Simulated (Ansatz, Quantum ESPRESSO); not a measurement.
# Screening and band shifts of 2H-MoS2, 1 layer, part 6 of 6

How does 2H-MoS2, 1 layer respond to a gate-like field without added charge?

Quantum ESPRESSO 7.5; plane-wave DFT, PBE, GBRV ultrasoft pseudopotentials; geometry and cross-check by Ansatz 0.2.0 with PAW datasets.

So far. Step 14 (Density by pp.x): The density integrates to 26.000 electrons, as the 26 of the input ask. Step 19 (The same in Ansatz: field 0.1 V/Å): At 0.1 V/Å Ansatz's dipole is 0.0247 e Å against 0.0247 from pw.x.

### Step 23. Ground state, with no tefield

One more run, with a changed input.

Contents of f1.bad.in:

```
&control
  prefix = 'f1.bad'
  outdir = './out'
  pseudo_dir = './pseudo'
  calculation = 'scf'
  tprnfor = .true.
  dipfield = .true.
/
&system
  ibrav = 0
  nat = 3
  ntyp = 2
  ecutwfc = 40
  ecutrho = 200
  occupations = 'smearing'
  smearing = 'fd'
  degauss = 0.004
  edir = 3
  emaxpos = 0.97
  eopreg = 0.04
  eamp = 0.00194469
/
&electrons
  conv_thr = 1e-09
  mixing_beta = 0.4
  electron_maxstep = 60
  mixing_mode = 'plain'
/
ATOMIC_SPECIES
  S   32.0600  s_pbe_v1.4.uspp.F.UPF
  Mo  95.9500  mo_pbe_v1.uspp.F.UPF
CELL_PARAMETERS angstrom
  3.18485648276904 -0.00000000000000 0.00000000000000
  -1.59242824138452 2.75816662148554 0.00000000000000
  0.00000000000000 0.00000000000000 20.26259773800000
ATOMIC_POSITIONS crystal
  S   0.333333333333 0.666666666667 0.422864055023
  Mo  -0.000000000000 -0.000000000000 0.499999997193
  S   0.333333333333 0.666666666667 0.577135947784
K_POINTS automatic
  12 12 1 0 0 0
```

Started as:

```bash
OMP_NUM_THREADS=1 mpirun -n 4 pw.x -nk 4 -in f1.bad.in > f1.bad.out
```

Output:

```text
[banner, memory and clock lines left out]
Program PWSCF v.7.5 starts
[citation notice left out]

[...]
Message from routine setup:
[...]
bravais-lattice index     =            0
     lattice parameter (alat)  =       6.0185  a.u.
     unit-cell volume          =    1201.1634 (a.u.)^3
     number of atoms/cell      =            3
     number of atomic types    =            2
     number of electrons       =        26.00
     number of Kohn-Sham states=           17
     kinetic-energy cutoff     =      40.0000  Ry
     charge density cutoff     =     200.0000  Ry
     scf convergence threshold =      1.0E-09
     mixing beta               =       0.4000
     number of iterations used =            8  plain     mixing
     Exchange-correlation= SLA  PW   PBE  PBE
                           (   1   4   3   4   0   0   0)

[...]
PseudoPot. # 1 for S  read from file:
     ./pseudo/s_pbe_v1.4.uspp.F.UPF
     Pseudo is Ultrasoft + core correction, Zval =  6.0
     Generated by new atomic code, or converted to UPF format
     Using radial grid of  907 points,  6 beta functions with:
                l(1) =   0
                l(2) =   0
                l(3) =   1
                l(4) =   1
                l(5) =   2
                l(6) =   2
     Q(r) pseudized with  8 coefficients,  rinner =    1.300   1.300   1.300
                                                       1.300   1.300

     PseudoPot. # 2 for Mo read from file:
     ./pseudo/mo_pbe_v1.uspp.F.UPF
     Pseudo is Ultrasoft + core correction, Zval = 14.0
     Generated by new atomic code, or converted to UPF format
     Using radial grid of  889 points,  6 beta functions with:
                l(1) =   0
                l(2) =   0
                l(3) =   1
                l(4) =   1
                l(5) =   2
                l(6) =   2
     Q(r) pseudized with  6 coefficients,  rinner =    1.000   1.000   1.000
                                                       1.000   1.000

     atomic species   valence    mass     pseudopotential
     S                 6.00    32.06000     S ( 1.00)
     Mo               14.00    95.95000     Mo( 1.00)

     12 Sym. Ops. (no inversion) found

[...]
number of k points=    19  Fermi-Dirac smearing, width (Ry)=  0.0040
[...]
Dense  grid:    57491 G-vectors     FFT dimensions: (  27,  27, 180)

     Smooth grid:    40883 G-vectors     FFT dimensions: (  25,  25, 160)

     Initial potential from superposition of free atoms

     starting charge      25.9989, renormalised to      26.0000

     negative rho (up, down):  2.854E-03 0.000E+00
     Starting wfcs are   21 randomized atomic wfcs

     per-process dynamical memory:    46.6 Mb

     Self-consistent Calculation

     iteration #  1     ecut=    40.00 Ry     beta= 0.40
     Davidson diagonalization with overlap
     ethr =  1.00E-02,  avg # of iterations =  2.1

     Threshold (ethr) on eigenvalues was too large:
     Diagonalizing with lowered threshold

     Davidson diagonalization with overlap
     ethr =  3.01E-04,  avg # of iterations =  3.1

     negative rho (up, down):  2.894E-03 0.000E+00

     total energy              =    -187.71500934 Ry
     estimated scf accuracy    <       0.10637251 Ry

     iteration #  2     ecut=    40.00 Ry     beta= 0.40
[...]
negative rho (up, down):  2.881E-03 0.000E+00

[...]
total energy              =    -187.72081311 Ry
     estimated scf accuracy    <       0.04504143 Ry

     iteration #  3     ecut=    40.00 Ry     beta= 0.40
[...]
negative rho (up, down):  2.904E-03 0.000E+00

[...]
total energy              =    -187.72910451 Ry
     estimated scf accuracy    <       0.02244809 Ry

     iteration #  4     ecut=    40.00 Ry     beta= 0.40
[...]
negative rho (up, down):  2.901E-03 0.000E+00

[...]
total energy              =    -187.73161452 Ry
     estimated scf accuracy    <       0.00108157 Ry

     iteration #  5     ecut=    40.00 Ry     beta= 0.40
[...]
negative rho (up, down):  2.890E-03 0.000E+00

[...]
total energy              =    -187.73173095 Ry
     estimated scf accuracy    <       0.00013272 Ry

     iteration #  6     ecut=    40.00 Ry     beta= 0.40
[...]
negative rho (up, down):  2.885E-03 0.000E+00

[...]
total energy              =    -187.73176595 Ry
     estimated scf accuracy    <       0.00001500 Ry

     iteration #  7     ecut=    40.00 Ry     beta= 0.40
[...]
negative rho (up, down):  2.884E-03 0.000E+00

[...]
total energy              =    -187.73176898 Ry
     estimated scf accuracy    <       0.00000166 Ry

     iteration #  8     ecut=    40.00 Ry     beta= 0.40
[...]
negative rho (up, down):  2.882E-03 0.000E+00

[...]
total energy              =    -187.73176962 Ry
     estimated scf accuracy    <       0.00000037 Ry

     iteration #  9     ecut=    40.00 Ry     beta= 0.40
[...]
negative rho (up, down):  2.882E-03 0.000E+00

[...]
total energy              =    -187.73176967 Ry
     estimated scf accuracy    <          9.6E-09 Ry

     iteration # 10     ecut=    40.00 Ry     beta= 0.40
[...]
negative rho (up, down):  2.882E-03 0.000E+00

[...]
total energy              =    -187.73176968 Ry
     estimated scf accuracy    <          2.3E-09 Ry

     iteration # 11     ecut=    40.00 Ry     beta= 0.40
[...]
negative rho (up, down):  2.882E-03 0.000E+00

[...]
End of self-consistent calculation

          k = 0.0000 0.0000 0.0000 (  5033 PWs)   bands (ev):

   -61.9451 -36.0741 -35.8713 -35.8713 -15.1194 -13.8179  -6.6377  -3.6499
    -3.6499  -2.8129  -2.5488  -2.5488  -1.0451   1.7071   1.7071   1.9548
     1.9548

          k = 0.0000 0.0962 0.0000 (  5083 PWs)   bands (ev):

   -61.9426 -36.0691 -35.8966 -35.8771 -15.0175 -13.7760  -6.5212  -3.8776
    -3.5436  -3.3034  -2.7110  -2.2147  -1.0972   1.5742   1.6789   1.8396
     1.8858

[...]
the Fermi energy is    -0.1929 ev

!    total energy              =    -187.73176968 Ry
     estimated scf accuracy    <          1.9E-10 Ry
     smearing contrib. (-TS)   =      -0.00000000 Ry
     internal energy E=F+TS    =    -187.73176967 Ry

     The total energy is F=E-TS. E is the sum of the following terms:
     one-electron contribution =   -1136.78756401 Ry
     hartree contribution      =     568.71136075 Ry
     xc contribution           =     -36.26783261 Ry
     ewald contribution        =     416.61226619 Ry

     convergence has been achieved in  11 iterations

     negative rho (up, down):  2.882E-03 0.000E+00

     Forces acting on atoms (cartesian axes, Ry/au):

     atom    1 type  1   force =     0.00000000   -0.00000000    0.00092547
     atom    2 type  2   force =     0.00000000    0.00000000    0.00000000
     atom    3 type  1   force =     0.00000000   -0.00000000   -0.00092547

     Total force =     0.001309     Total SCF correction =     0.000011

[...]
```

Elapsed: 11 s, on 4 MPI ranks of Arm Neoverse V2, shared host; peak memory 0.48 GiB.

Residual by cycle:

cycle, log10 residual and a bar from the least value:
```
        1       -1.0 ##############################
        2       -1.3 #############################
        3       -1.6 ############################
        4       -3.0 #######################
        5       -3.9 ####################
        6       -4.8 #################
        7       -5.8 ##############
        8       -6.4 ###########
        9       -8.0 ######
       10       -8.6 ####
       11       -9.7
```

The setting was moved on purpose (tefield left out, which switches off the field and the dipole correction alike), yet the run converged, and its energy lies within 1 meV an atom of the base run's, at the same geometry.

Beside the run it was changed from:

```tsv
quantity	this run	unchanged run	difference
free energy (eV)	-2554.221	-2554.222	0.0012
wall time (s)	11	27	
SCF iterations	11	9
```

The free energy moves by +0.41 meV an atom.

This run starts from superposed atoms, the unchanged one from a saved density, so their iteration counts don't compare.

### Step 24. The arithmetic

α = Δp/E = (0.02471 − (0.00002)) e Å / 0.1 V/Å = 0.2469 e Å²/V; times e/(4πε₀) = 14.40 V Å this is 3.556 Å³. With A = 8.784 Å², 4πα/A = 5.086 Å.

### Step 25. What came out

```yaml
polarisability_along_the_normal_a_cell: 3.56 Å³
sheet_polarisability_4pi_alpha_a: 5.09 Å
dipole_without_a_field: 0 e·Å
kohn_sham_ionisation_potential_upper_face: 5.94 eV
gap_along_the_path_at_0_v_a: 1.66 eV
gap_along_the_path_at_0p2_v_a: 1.66 eV
gap_along_the_path_at_0p3_v_a: 1.66 eV
```

The sheet answers a field with a polarisability of 3.56 Å³ a cell, or 4πα/A = 5.09 Å (PBE, GBRV ultrasoft). In pw.x the dipole follows the field linearly over the range tried. A perfect conductor 5.09 Å thick would screen alike; the outer atoms lie 3.13 Å apart. At 0.1 V/Å the sheet takes 0.509 eV off the potential drop. At 0.2 V/Å the gap along the path is unchanged within 0.01 eV. Quantum ESPRESSO and Ansatz give 3.556 and 3.560 Å³ for the polarisability (pw.x from 0 and 0.1 V/Å, Ansatz from ±0.1 V/Å), which agree. The ions stay at their zero-field places, so this is the electrons' response alone. Semilocal gaps are too small, and in strong fields empty levels can belong to the vacuum. Spin-orbit coupling is left out; depending on the atoms that carry the levels of interest, it can split and shift them by tens to hundreds of meV.

[Logs are printed without paths, hosts, clocks, repeated set-up lines and the standing remarks that a program may print on its own settings, such as how far it seeks lower states.]

[Hosts, paths, dates, database ids (printed as entryN), source tags and the programs' standing remarks are cut or masked in the printed files.]

[Maps of the electrostatic potential energy from Ansatz leave out the sawtooth potential of an applied field or a dipole correction, so their vacuum need not be flat; planar profiles and work functions include it.]
